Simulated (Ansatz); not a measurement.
# CsI: the cost of one run

Computed with Ansatz 0.2.0 (DFT PBE, scalar-relativistic, plane waves, PAW, unless a step's input says otherwise).

2 further runs of the same task are left out: 1 that didn't finish, 1 set aside as unsound or not needed.

## Step 1: The structure to begin with

The structure is cubic, space group Pm-3m (No. 221). The conventional cell has a = 4.665 Å, b = 4.665 Å, c = 4.665 Å, α = 90.00°, β = 90.00°, γ = 90.00°. Cs (site symmetry m-3m) has 8 I at 4.04 Å as nearest neighbours. Around I (site symmetry m-3m) lie 8 Cs at 4.04 Å.

Structure file:

```xyz
2
Lattice="4.6655 0.0000 0.0000 0.0000 4.6655 0.0000 0.0000 0.0000 4.6655" Properties=species:S:1:pos:R:3 pbc="T T T"
Cs    0.0000    0.0000    0.0000
I     2.3327    2.3327    2.3327
```

This cell comes from an earlier session at PBE: 50.776 Å³/atom at 0.01 GPa, on a 8×8×8 mesh.

The changes: atom 2 (I) moved 0.05 Å along x; atom 2 (I) moved 0.05 Å along y; strain e6 = +0.03, atoms carried along; strain e4 = +0.03, atoms carried along; all atoms moved at random (σ = 0.06 Å), cell strained at random (1 %); all atoms moved at random (σ = 0.15 Å), cell strained at random (1 %).

## Step 2: Atom 2 (I) moved 0.05 Å along x

File input.yaml:

```yaml
crystal:
  lattice:
    - [4.6654671083, 0.0, 0.0]
    - [0.0, 4.6654671083, 0.0]
    - [0.0, 0.0, 4.6654671083]
  atoms:
    - { symbol: Cs, position: [0.0, 0.0, 0.0] }
    - { symbol: I, position: [0.5107170405, 0.5, 0.5] }
basis:
  ecutwfc: 420
  ecutrho_ratio: 4
kpoints:
  mp_grid: { grid: [8, 8, 8] }
hamiltonian:
  xc: pbe
scf:
  occupations: { method: gaussian, width: 0.05 }
output:
  forces: true
  stress: true
  eigenvalues: true
  write_density: true
  write_potential: true
  elf: true
  volumetric_format: npy
```

Run with:

```console
$ ansatz run input.yaml --threads 4 --pin off --max-ram 7168MiB --backend cpu --events-out ev --progress --plain --runs-dir out
```

**Question.** How long does this run take on 4 threads of Arm Neoverse N1, shared host, and how much memory does it need?

About 8.8 s, with a peak of 0.49 GiB.
